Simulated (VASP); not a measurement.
Here is a VASP 6.6.1 calculation.

The input INCAR:

```
SYSTEM = Ti
PREC = Normal
ENCUT = 520
EDIFF = 1E-6
ISMEAR = 1
SIGMA = 0.02
LREAL = .FALSE.
LASPH = .TRUE.
NELM = 60
ALGO = Normal
ISIF = 2
LWAVE = .FALSE.
LCHARG = .TRUE.
METAGGA = R2SCAN
LMIXTAU = .TRUE.
IVDW = 13
VDW_S6 = 1.0
VDW_S8 = 0.6018749
VDW_A1 = 0.51559235
VDW_A2 = 5.77342911
LELF = .TRUE.
```

The input KPOINTS:

```
regular mesh
0
G
  11 11 11
  0 0 0
```

POSCAR

```
Ti
2.8423
   -0.577349329768      0.577349329768      0.577349329768
    0.577349329768     -0.577349329768      0.577349329768
    0.577349329768      0.577349329768     -0.577349329768
Ti
1
Direct
    0.0000000000      0.0000000000      0.0000000000
```

Potentials or basis: VASP PAW PBE potentials, release 64 (Ti_sv).

Run with:

```sh
$ cat potpaw_PBE.64/Ti_sv/POTCAR > POTCAR
$ mpirun -np 1 vasp_std > vasp.out
```

**Question.** What does it give for the dispersion energy per atom?

**Answer.** -0.066 eV.

**Question.** Estimate the band gap on the k mesh.

**Answer.** None (metal or under the smearing width).

**Question.** Estimate the pressure.

**Answer.** -3.0 GPa.

Caveat: the PAW data sets were made with another functional, which shifts forces and pressure a little; pairwise dispersion overbinds metals, which lowers pressure and volume.
